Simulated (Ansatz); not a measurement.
Crystal: La$_{2}$O$_{3}$, cubic X2O3 (oxygen-deficient fluorite) type, 10 atoms in the cell.

Space group Pn-3m, simple cubic cell, positions in fractions of the edge: La (0.25 0.25 0.25), (0.75 0.75 0.25), (0.75 0.25 0.75), (0.25 0.75 0.75); O (0.5 0 0), (0 0.5 0), (0 0 0.5), (0.5 0.5 0), (0.5 0 0.5), (0 0.5 0.5).

These are results of PBE, plane waves, PAW datasets (generated soft set 1) in Ansatz 0.2.0 development build, not measurements.

Cutoff 420 eV; k-mesh 19×19×19 Γ-centred; Fermi–Dirac smearing of 0.0612 eV; no spin polarisation; no spin–orbit coupling.

The fit to the energies gives V₀ = 18.249 Å³/atom (a₀ = 5.672 Å), B₀ = 111 GPa, B₀′ = 4.20.

Q: What pressure does the program print at V = 17.524 Å³/atom, and how far above the lowest computed point (V = 18.254 Å³/atom) does the energy lie?

A: 4.91 GPa and 10.72 meV/atom. All points:

```tsv
V (Å³/atom)	a (Å)	E − E(min) (meV/atom)	P (GPa)
17.159	5.5568	25.13	7.79
17.524	5.5960	10.72	4.91
17.889	5.6346	2.55	2.31
18.254	5.6726	0.00	-0.03
18.619	5.7102	2.51	-2.14
18.984	5.7473	9.59	-4.04
19.349	5.7839	20.78	-5.75
```

The published all-electron PBE values for this crystal (mean of FLEUR and WIEN2k, k-spacing 0.06 Å⁻¹; Bosoni et al., Nat. Rev. Phys. 6, 45 (2024)) are V₀ = 18.252 Å³/atom, B₀ = 110.9 GPa, B₀′ = 4.19.

The stress includes the program's correction for the finite plane-wave basis.

This cubic structure is a model: it isn't the usual form of the substance at ambient conditions, and such phases are metastable or hypothetical.
